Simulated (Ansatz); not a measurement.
NaF built on the rocksalt prototype, relaxed with r2SCAN: the symmetry is Fm-3m (No. 225, cubic); a = 4.594 Å in the conventional setting, 12.12 Å³ an atom. Na has 6 F at 2.30 Å; F has 6 Na at 2.30 Å. One-shot G0W0@PBE in the PAW code Ansatz on a 6×6×6 mesh (contour deformation, no spin-orbit coupling), from a PBE gap of 6.456 eV over the mesh points (the G0W0 gap is direct on the mesh); the number N of bands summed and the screening cutoff rise together. Calculated for a static, non-magnetic cell.

```
 N  cutoff (eV)  1000/N  G0W0 gap (eV)
47           80  21.277         10.512
99          140  10.101         10.588
```

Lay a straight line in 1000/N through these rows.
The slope is -0.0068 eV per unit of 1000/N and the intercept 10.657 eV.

Predict the gap at N = 175 (210 eV).
10.657 + (-0.0068) × 5.714 = 10.618 eV; the run gives 10.745 eV, +0.127 eV from the line.

With that run's result added, what limit do the last two rows suggest?
Their slope is (10.745 − 10.588)/(5.714 − 10.101) = -0.0358, which meets 1/N = 0 at 10.95 eV, against 10.657 eV from the first line. The slope steepens, so 1/N isn't yet asymptotic and the true limit probably lies higher still; the k mesh isn't extrapolated.
